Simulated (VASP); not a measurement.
# A VASP 6.6.1 single-point calculation on LiF

INCAR

```
BMIX = 2
PREC = Accurate
NSW = 0
ISMEAR = 0
NBANDS = 12
SIGMA = 0.005
NELM = 120
ENCUT = 520
IBRION = -1
LCHARG = .FALSE.
LWAVE = .FALSE.
LREAL = .FALSE.
GGA = PE
EDIFF = 1E-7
LASPH = .TRUE.
ISIF = 2
```

KPOINTS

```
KPOINTS created by Atomic Simulation Environment
0
Gamma
15 15 15
0 0 0
```

POSCAR

```
Li F
 1.0000000000000000
     2.5534990687999999    0.0000000000000000    0.0000000000000000
     0.0000000000000000    2.5534990687999999    0.0000000000000000
     0.0000000000000000    0.0000000000000000    2.5241266293000000
 Li  F
   1   1
Cartesian
  0.0000000000000000  0.0000000000000000  0.0000000000000000
  1.2767495343999999  1.2767495343999999  1.2620633146500000
```

The recommended PBE PAW datasets give the neutral cell 10 valence electrons.

Command

```
mpirun -np 1 vasp_std
```

Problem. Predict the outcome of this run.

Solution. It converged. Results: gap between bands v and c on the k mesh 7.62 eV; least direct gap on the k mesh 8.27 eV; pressure 0.9 GPa. Band v is the last that the valence electrons fill when counted band by band, and c is the next.

OSZICAR

```
N       E                     dE             d eps       ncg     rms          rms(c)
DAV:   1     0.301038988455E+02    0.30104E+02   -0.53855E+03  7228   0.847E+02
DAV:   2    -0.860221529263E+01   -0.38706E+02   -0.37978E+02  8624   0.183E+02
DAV:   3    -0.958335854325E+01   -0.98114E+00   -0.97979E+00  8896   0.252E+01
DAV:   4    -0.959083847622E+01   -0.74799E-02   -0.74794E-02  7840   0.241E+00
DAV:   5    -0.959092949199E+01   -0.91016E-04   -0.91016E-04  8768   0.201E-01    0.449E+00
DAV:   6    -0.909842197538E+01    0.49251E+00   -0.15447E+00  7300   0.770E+00    0.151E+00
DAV:   7    -0.905686272601E+01    0.41559E-01   -0.11582E-01  8568   0.217E+00    0.971E-01
DAV:   8    -0.904533724632E+01    0.11525E-01   -0.21135E-02  8884   0.148E+00    0.221E-01
DAV:   9    -0.904633943256E+01   -0.10022E-02   -0.60360E-03  8944   0.566E-01    0.139E-01
DAV:  10    -0.904600824730E+01    0.33119E-03   -0.23546E-03  7800   0.296E-01    0.173E-02
DAV:  11    -0.904601401472E+01   -0.57674E-05   -0.43651E-05  7836   0.491E-02    0.758E-03
DAV:  12    -0.904601620207E+01   -0.21874E-05   -0.20574E-06  8300   0.162E-02    0.874E-04
DAV:  13    -0.904601620672E+01   -0.46417E-08   -0.11525E-07  7536   0.253E-03
   1 F= -.90460162E+01 E0= -.90460162E+01  d E =0.000000E+00
```

For comparison, a separate PBE run of the intended cell, on usual settings and not on those above, gives a gap of 7.61 eV on its mesh and a pressure of 0.9 GPa.
